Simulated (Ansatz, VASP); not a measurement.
# V in VASP and in Ansatz

```
CELL_PARAMETERS angstrom
-1.47971 1.47971 1.47971
1.47971 -1.47971 1.47971
1.47971 1.47971 -1.47971
ATOMIC_POSITIONS crystal
V 0.00000 0.00000 0.00000
```

Alike in both runs: functional PBEsol; k mesh 24 × 24 × 24; occupations fermi-dirac, width 0.08 eV; no spin polarisation.

Ansatz relaxed the structure, and its values are those at the end. VASP's run is a single point on that final structure, the one shown.

```csv
,VASP,Ansatz
version,VASP 6.6.1,Ansatz 0.2.0
potentials or method,"VASP PAW PBE potentials, release 64 (V_sv)","PAW with Ansatz's default frozen-core files, scalar-relativistic"
plane-wave cutoff (eV),520,420
valence electrons in the cell,13,13
```

|  | VASP | Ansatz | Ansatz less VASP |
| --- | --- | --- | --- |
| pressure (GPa) | 0.2 | 0.0 | -0.23 |

Caveats: the PAW data sets were made with another functional, which shifts forces and pressure a little (VASP).
